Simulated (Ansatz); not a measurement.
Start from CsCl in the CsCl type structure (space group Pm-3m, No. 221; a = 4.140 Å). Axes: x, y, z lie along the cube axes.

Computed with r2SCAN/PAW in Ansatz (a quantum-chemistry and plane-wave program), no spin-orbit coupling.

One thing is altered: uniaxial strain ε_yy = +2.51 %, all other strain components held at zero, atoms relaxed at fixed cell.

Q: Predict the stress tensor and what it implies for the stiffness.

A: Stress of the strained cell less that of the base (GPa, compression positive):
```
  -0.20    0.00    0.00
   0.00   -0.88    0.00
   0.00    0.00   -0.20
```

Then −Δσ_ii/ε with ε = 0.0251 gives secant stiffness values (nonlinear terms included at this strain): C22 ≈ 35 GPa.

Stability against distortions was not tested.
